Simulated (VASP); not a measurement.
VASP input:

**POSCAR**
```
LiI
1
    0.0000000000     3.0100000000     3.0100000000
    3.0100000000     0.0000000000     3.0100000000
    3.0100000000     3.0100000000     0.0000000000
Li I
1 1
Direct
  0.0000000000   0.0000000000   0.0000000000
  0.5000000000   0.5000000000   0.5000000000
```

INCAR:
```
SYSTEM = LiI
PREC = Accurate
ENCUT = 520
EDIFF = 1E-6
NELM = 100
ALGO = Normal
LREAL = .FALSE.
LASPH = .TRUE.
ISMEAR = 0
SIGMA = 0.05
GGA = PE
LMAXMIX = 4
LWAVE = .FALSE.
LCHARG = .FALSE.
ISIF = 2
NBANDS = 4
```

**KPOINTS**
```
Automatic mesh
0
Gamma
6 6 6
0 0 0
```

POTCAR, in this order: Li_sv I (PBE.64 set). Program: vasp_std.

Task: What happens when VASP runs on this input?

Result: There is a fault: NBANDS is too small to hold all electrons. VASP stops with an error: The number of bands is not sufficient to hold all electrons. I am sorry, but this calculation does not make sense. If you want to calculate only selected states, you need to set either EFERMI or EREF. EREF specifies around which energy states are supposed to be calculated. I found NBANDS = 4, NELECT = 10. ----> I REFUSE TO CONTINUE WITH THIS SICK JOB ... BYE!!! <----

### standard output
```
 POSCAR found type information on POSCAR LiI
 POSCAR found :  2 types and       2 ions
 Reading from existing POTCAR
 Reading from existing POTCAR
 LDA part: xc-table for (Slater+PW92), standard interpolation

 -----------------------------------------------------------------------------
|                                                                             |
|     EEEEEEE  RRRRRR   RRRRRR   OOOOOOO  RRRRRR      ###     ###     ###     |
|     E        R     R  R     R  O     O  R     R     ###     ###     ###     |
|     E        R     R  R     R  O     O  R     R     ###     ###     ###     |
|     EEEEE    RRRRRR   RRRRRR   O     O  RRRRRR       #       #       #      |
|     E        R   R    R   R    O     O  R   R                               |
|     E        R    R   R    R   O     O  R    R      ###     ###     ###     |
|     EEEEEEE  R     R  R     R  OOOOOOO  R     R     ###     ###     ###     |
|                                                                             |
|     The number of bands is not sufficient to hold all electrons. I am       |
|     sorry, but this calculation does not make sense. If you want to         |
|     calculate only selected states, you need to set either EFERMI or        |
|     EREF. EREF specifies around which energy states are supposed to be      |
|     calculated.                                                             |
|     I found NBANDS = 4, NELECT = 10.                                        |
|                                                                             |
|       ---->  I REFUSE TO CONTINUE WITH THIS SICK JOB ... BYE!!! <----       |
|                                                                             |
 -----------------------------------------------------------------------------
```

To mend it, remove NBANDS.

The mended run (PBE GGA, plane waves, VASP's PBE PAW potentials (set 64)) converges, and its OSZICAR ends with
```
   1 F= -.58302140E+01 E0= -.58302140E+01  d E =-.160051E-22
```

The compound is LiI in the rock salt structure. The cell was not relaxed at this level.
